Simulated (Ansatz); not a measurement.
# InAs under changes of volume

One of the cells (27.489 Å³/atom); the others are scaled copies at fixed shape and fractional positions:

```xyz
2
Lattice="0.0000 3.0180 3.0180 3.0180 0.0000 3.0180 3.0180 3.0180 0.0000" Properties=species:S:1:pos:R:3 pbc="T T T"
In    0.0000    0.0000    0.0000
As    4.5270    4.5270    4.5270
```

| Quantity | Value |
| --- | --- |
| Program | Ansatz 0.2.0 |
| Functional | PBE |
| Potentials or basis | Ansatz PAW |
| Cutoff | 420 eV (not typed: the program's choice for these potentials) |
| k mesh | 8 × 8 × 8 |
| Occupations | fermi-dirac, width 0.05 eV |
| Spin | no spin polarisation |

| volume (Å³/atom) | energy over the lowest point (meV/atom) | pressure (GPa) |
| --- | --- | --- |
| 25.840 | 92.73 | 9.1 |
| 26.389 | 64.69 | 7.3 |
| 26.939 | ? | ? |
| 27.489 | 25.23 | 4.3 |
| 28.039 | 12.75 | 3.0 |
| 28.588 | 4.48 | 1.8 |
| 29.138 | 0.00 | 0.8 |

Question: What does the run at 26.939 Å³/atom give?

Answer: Energy over the lowest point 42.37 meV/atom; pressure 5.7 GPa.

Worked out: A Birch-Murnaghan fit of order 3 (a polynomial in V^(-2/3)) to the other rows has its minimum at 29.60 Å³/atom, just outside them, with B0 = V·E''(V) = 49 GPa and B' = 4.5. It gives 42.37 meV/atom at 26.939 Å³/atom, against the run's 42.37, and -dE/dV = 5.7 GPa, against 5.7.

Energies are extrapolated to zero smearing.
